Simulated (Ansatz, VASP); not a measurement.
**GaSb: VASP beside Ansatz**

```xyz
2
Lattice="0.0000 3.0590 3.0590 3.0590 0.0000 3.0590 3.0590 3.0590 0.0000" Properties=species:S:1:pos:R:3 pbc="T T T"
Sb    4.5885    4.5885    4.5885
Ga    0.0000    0.0000    0.0000
```

Alike in both runs: functional LDA; k mesh 8 × 8 × 8; occupations fermi-dirac, width 0.05 eV; no spin polarisation.

|  | VASP | Ansatz |
| --- | --- | --- |
| version | VASP 6.6.1 | Ansatz 0.2.0 |
| potentials or method | VASP PAW LDA potentials, release 64 (Sb, Ga_d), cutoff 520 eV | all-electron LAPW, scalar-relativistic |
| task | single point | band structure |

|  | VASP | Ansatz | Ansatz less VASP |
| --- | --- | --- | --- |
| gap on the k mesh at the Fermi level (eV) | none | none | - |
| pressure (GPa) | -1.6 | -1.7 | -0.15 |

A gap of «none» marks a metal or a gap that the smearing closes. Ansatz ran all-electron here, so the differences hold the error of VASP's frozen core and of both bases.

Caveats: spin-orbit coupling is left out, which moves the levels of the heavy elements (Ansatz). Spin-orbit coupling is left out, which matters for the levels of Sb.
